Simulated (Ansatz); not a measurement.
MgB2 under changes of volume

One of the cells (9.679 Å³/atom); the others are scaled copies at fixed shape and fractional positions:

```
Mg B
1.0
     3.08500    0.00000    0.00000
    -1.54250    2.67169    0.00000
     0.00000    0.00000    3.52300
Mg B
1 2
Direct
  0.00000 0.00000 0.00000
  0.66667 0.33333 0.50000
  0.33333 0.66667 0.50000
```

* Program: Ansatz 0.2.0
* Functional: PBE
* Potentials or basis: Ansatz PAW
* Cutoff: 420 eV (not typed: the program's choice for these potentials)
* k mesh: 10 × 10 × 8
* Occupations: fermi-dirac, width 0.05 eV
* Spin: no spin polarisation

```csv
volume (Å³/atom),energy over the lowest point (meV/atom),pressure (GPa)
9.098,14.54,9.4
9.292,5.50,5.6
9.485,0.78,2.2
9.679,0.00,-0.9
9.873,2.82,-3.7
10.066,8.93,-6.3
10.260,?,?
```

Task: What does the run at 10.260 Å³/atom give?

Result: Energy over the lowest point 18.02 meV/atom; pressure -8.7 GPa.

Worked out: A Birch-Murnaghan fit of order 3 (a polynomial in V^(-2/3)) to the other rows has its minimum at 9.62 Å³/atom with B0 = V·E''(V) = 152 GPa and B' = 3.4 at fixed shape and positions, which overstates the stiffness. It gives 18.10 meV/atom at 10.260 Å³/atom, against the run's 18.02, and -dE/dV = -8.8 GPa, against -8.7.

Energies are extrapolated to zero smearing.
